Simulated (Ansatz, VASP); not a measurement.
One calculation of La, two programs

The input INCAR:

```
PREC = Accurate
ENCUT = 520
EDIFF = 1E-6
ISMEAR = -1
SIGMA = 0.05
LREAL = F
LASPH = T
NELM = 60
ALGO = Normal
ISIF = 2
LWAVE = F
LCHARG = F
GGA = CA
NBANDS = 12
```

Contents of KPOINTS:

```
regular mesh
0
Gamma
  13 13 13
```

Contents of POSCAR:

```
La
1.0
    3.0663369685      0.0000000000      0.0000000000
    0.0000000000      3.0663369685      0.0000000000
    0.0000000000      0.0000000000      3.0663369685
La
1
Direct
    0.0000000000      0.0000000000      0.0000000000
```

Input for Ansatz:

```yaml
crystal:
  lattice:
    - [3.0663369685, 0.0, 0.0]
    - [0.0, 3.0663369685, 0.0]
    - [0.0, 0.0, 3.0663369685]
  atoms:
    - { symbol: La, position: [0.0, 0.0, 0.0] }
kpoints:
  mp_grid: { grid: [13, 13, 13] }
  band_path:
    path:
      - [0.0, 0.0, 0.0]
      - [0.0, 0.5, 0.0]
      - [0.5, 0.5, 0.0]
      - [0.0, 0.0, 0.0]
      - [0.5, 0.5, 0.5]
      - [0.0, 0.5, 0.0]
      - [0.5, 0.5, 0.5]
      - [0.5, 0.5, 0.0]
    npoints: 8
scf:
  occupations: { method: fermi_dirac, width: 0.05 }
hamiltonian:
  xc: lda
  pseudopotentials: { kind: paw }
output:
  forces: true
  stress: true
  eigenvalues: true
  populations: true
  dos: { projected: true, de: 0.2, e_range: [-14, 8] }
```

Change from the starting cell: volume scaled by 0.9, PAW files.

Alike in both runs: task single point; functional LDA; k mesh 13 × 13 × 13; occupations fermi-dirac, width 0.05 eV; no spin polarisation.

|  | VASP | Ansatz |
| --- | --- | --- |
| version | VASP 6.6.1 | Ansatz 0.2.0 |
| potentials or method | VASP PAW LDA potentials, release 64 (La) | PAW with Ansatz's default frozen-core files, scalar-relativistic |
| plane-wave cutoff (eV) | 520 | 420 |
| valence electrons in the cell | 11 | 11 |

VASP gave:

```
pressure (GPa) : 3.7
```

Q: Estimate Ansatz's values.

A: Pressure (GPa): 3.8.

The runs have no spin-orbit coupling, so splittings on La are missing.
